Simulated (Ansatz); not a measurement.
CaO (rocksalt structure)

Computed with Ansatz (plane waves, PAW, 420 eV cutoff): PBE with spin–orbit coupling, two-component spinors, Γ-centred 8×8×8 mesh, 0.05 eV Gaussian smearing. The datasets are Ansatz's generated set soft_2.

```
Ca O
1.0
     0.00000    2.41542    2.41542
     2.41542    0.00000    2.41542
     2.41542    2.41542    0.00000
Ca O
1 1
Direct
  0.50000 0.50000 0.50000
  0.00000 0.00000 0.00000
```

The compound is reported in the structure type of the start.

The run above is the reference. The same cell was run again with other input settings; several of them aren't fit for production, so the rows show the settings' effect and aren't properties of the material.

| keys changed | outcome | ΔE (meV/atom) | P (GPa) | gap on the mesh (eV) | cell moment (μB) | largest force component (eV/Å) | SCF iterations | rough core-seconds | new warnings |
| --- | --- | --- | --- | --- | --- | --- | --- | --- | --- |
| none (reference) | converged | 0.0 | 0.0 | 3.64 | 0.00 (no moment typed) | 0.000 | – | – | – |
| scf.mixing.preconditioner: "local_kerker"; scf.n_extra_bands: 32; hamiltonian.dispersion: "d3bj" | converged | – | -3.1 | 3.64 | 0.00 (no moment typed) | 0.000 | 7 | 3 | – |
| scf.algorithm: "direct_min" | converged | 0.0 | 0.0 | 3.64 | 0.00 (no moment typed) | 0.000 | 8 | 12 | – |
| scf.mixing.algorithm: "anderson"; scf.mixing.beta: 0.1; scf.mixing.ndim: 2; scf.n_extra_bands: 4 | converged | 0.0 | 0.0 | 3.64 | 0.00 (no moment typed) | 0.000 | 51 | 8 | – |

These changes also left energy (to 0.1 meV/atom), pressure, gap, moment and forces as in the reference: scf.eigensolver.kind: "davidson"; basis.precision: "f64" | scf.mixing.preconditioner: "local_kerker"; basis.ecutrho_ratio: 4 → 9; scf.convergence.dr2_threshold: 1e-05 | scf.n_extra_bands: 4 | accuracy: "low".

ΔE is the energy with the smearing extrapolated to zero. It is left out where the change alters the Hamiltonian or the spin treatment. The varied runs start from atomic densities (corrected by the program's trained start where that serves), with the default search for lower states unless a row changes it.

(1) What happens with these changes: hamiltonian.xc: "pbe" → "r2scan"?

Answer:

(1) outcome converged, P (GPa) -2.5, gap on the mesh (eV) 4.19, cell moment (μB) 0.00 (no moment typed), largest force component (eV/Å) 0.000, SCF iterations 8, rough core-seconds 6, new warnings cutoff below recommended.

Changing scf.algorithm only steers the path to self-consistency, so the energy stays within 0.5 meV/atom.

The pair part of a dispersion correction pulls inward (a three-body part mostly pushes out), and in metals and ionic crystals with large ions it often overbinds.

Of the reference: Semilocal functionals underestimate band gaps, commonly by a third or more.
